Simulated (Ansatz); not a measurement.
Input and command of a calculation in Ansatz (plane waves; scalar-relativistic PAW potentials unless the input names others):

```yaml
crystal:
  lattice:
    - [2.5169520403, 0.0, 0.0]
    - [-1.2584760202, 2.179744407, 0.0]
    - [0.0, 0.0, 4.0736231546]
  atoms:
    - { symbol: Co, position: [0.3333333333, 0.6666666667, 0.25], spin: 1.84 }
    - { symbol: Co, position: [0.6666666667, 0.3333333333, 0.75], spin: 1.84 }
basis:
  ecutwfc: 420
kpoints:
  mp_grid: { grid: [18, 18, 10] }
hamiltonian:
  xc: pbe
scf:
  occupations: { method: gaussian, width: 0.1 }
  NELM: 60
  max_iter: 100
output:
  forces: true
  eigenvalues: true
  stress: true
magnetization:
  spin_polarized: true
relax:
  adjacent_minimum: "off"
  f_tol: 0.01
  max_steps: 30
  cell: { stress_tol: 0.1, fix: [volume] }
```

```bash
ansatz run input.yaml --threads 1 --pin off --max-ram 2560MiB --backend cpu --events-out ev --progress --plain --runs-dir out
```

Task: Will this input run?

Result: The program refuses it, because of a keyword of another program (scf.NELM: not typed → 60). Without that key it is accepted.

Abridged log:
```
Error: YAML parse error: error: line 17 column 3: unknown field `NELM`, expected one of max_iter, algorithm, n_extra_bands, self_checks, convergence, lower_state_search, omitted_lower_state_checks, lower_solution_reach, mixing, occupations, eigensolver, initial_density, exx
  --> <input>:17:3
   |
15 | scf:
16 |   occupations: { method: gaussian, width: 0.1 }
17 |   NELM: 60
   |   ^ unknown field `NELM`, expected one of max_iter, algorithm, n_extra_bands, self_checks, convergence, lower_state_search, omitted_lower_state_checks, lower_solution_reach, mixing, occupations, eigensolver, initial_density, exx
18 |   max_iter: 100
19 | output:
   |
```